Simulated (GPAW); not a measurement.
SnSe in GPAW: convergence with response cutoff (eV)

Crystal: SnSe.

```
Sn Se
1.0
     0.00000    3.01000    3.01000
     3.01000    0.00000    3.01000
     3.01000    3.01000    0.00000
Sn Se
1 1
Direct
  0.00000 0.00000 0.00000
  0.50000 0.50000 0.50000
```

Measurements of this composition are mostly on another form, of space group No. 62.

* Program: GPAW 26.7.0
* Task: G0W0 quasiparticle levels
* Functional: PBE
* Potentials or basis: GPAW PAW data sets (gpaw-data 1.2.1)
* Cutoff: 400 eV
* Basis: pw
* k mesh: 3 × 3 × 3
* Occupations: fermi-dirac, width 0.001 eV
* Spin: no spin polarisation

These are the settings of the first run; the series varies response cutoff (eV), with any setting tied to it.

Hardware: 1 thread of INTEL(R) XEON(R) PLATINUM 8581C CPU @ 2.10GHz (Emerald Rapids), with other jobs on the host.

| response cutoff (eV) | energy less the tightest run, at zero smearing (meV/atom) | SCF cycles | CPU time (s) | peak memory (GiB) |
| --- | --- | --- | --- | --- |
| 40 | 0.00 | 10 | 9.1 | 0.3 |
| 60 | 0.00 | 10 | 11 | 0.3 |
| 80 | 0.00 | 10 | 14 | 0.3 |
| 100 | 0.00 | 10 | 19 | 0.31 |
| 125 | 0.00 | 10 | 29 | 0.31 |
| 150 | 0.00 | 10 | 51 | 0.33 |
| 200 | 0.00 | 10 | 140 | 0.39 |
| 250 | 0.00 | 10 | 350 | 0.47 |
| 300 | 0.00 | 10 | 770 | 0.58 |

Against the tightest run, the energy stays within 1 meV/atom from 40 on. The tightest run that finished is the yardstick and may itself not be fully converged.

Caveat, for the tightest run too: the k mesh is coarse (spacing up to 0.60 Å⁻¹), so the values aren't converged; the k mesh is too small for a converged quasiparticle gap; this odd mesh misses L, where the gap lies, so gap, dielectric constants and Born charges aren't listed; the long-wavelength limit can be off by a per cent or two.
